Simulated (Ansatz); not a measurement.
The reference is GeO$_{2}$ (space group P3_121, No. 152; a = 5.093 Å, c = 5.769 Å).

Perturbation: a hydrostatic pressure of 60 GPa.

Calculations: PBE in Ansatz (plane waves to 420 eV, PAW, no spin-orbit coupling), earlier PAW set.

Base, band edges from the VBM (valence, conduction): K 0.00, 5.67; H -0.24, 5.27; M -0.03, 5.09; L -0.02, 5.25; A -0.06, 5.06; Γ -0.07, 3.21 eV.

Task: Give the band edges at the high-symmetry points of the new zone, measured from its valence-band maximum.

Result: 
```tsv
point	valence edge (eV)	conduction edge (eV)
Γ	0.00	2.82
M	-0.37	5.11
K	-0.46	5.13
A	-0.34	5.34
L	-0.73	6.02
H	-0.65	6.61
```

The gap is 2.82 eV, direct at Γ.

Load acts through the strain it causes; cell and atoms are relaxed under it. Whether these cells are dynamically stable was not tested. No other phases were tried under pressure.

Ansatz is a quantum-chemistry and plane-wave program.
